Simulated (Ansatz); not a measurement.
Mo:

```
Mo
1.0
    -1.58381    1.58381    1.58381
     1.58381   -1.58381    1.58381
     1.58381    1.58381   -1.58381
Mo
1
Direct
  0.00000 0.00000 0.00000
```

Program: Ansatz 0.2.0. Alike in all runs: potentials or basis Ansatz PAW; no spin polarisation; cell as given; cutoff (eV) 420; smearing fermi-dirac 0.05 eV.

Task: Order these runs on this cell by their pressure, lowest first.
A. level LDA; k mesh 7 × 7 × 7; points for each segment of the path 14; mesh quality coarse
B. level revPBE; k mesh 7 × 7 × 7; points for each segment of the path 14; mesh quality coarse
C. level PBE; k mesh 7 × 7 × 7; points for each segment of the path 14; mesh quality coarse
D. level BLYP; k mesh 7 × 7 × 7; points for each segment of the path 14; mesh quality coarse
E. level PBEsol; k mesh 12 × 12 × 12; mesh quality not flagged

Result: A (-13.4 GPa), E (-9.6 GPa), C (-1.0 GPa), B (1.4 GPa), D (8.6 GPa).

Caveats: some runs use coarse meshes; the PAW data sets come from PBE, with cores solved anew for the run's functional, which leaves a small shift of forces and pressure (some runs).
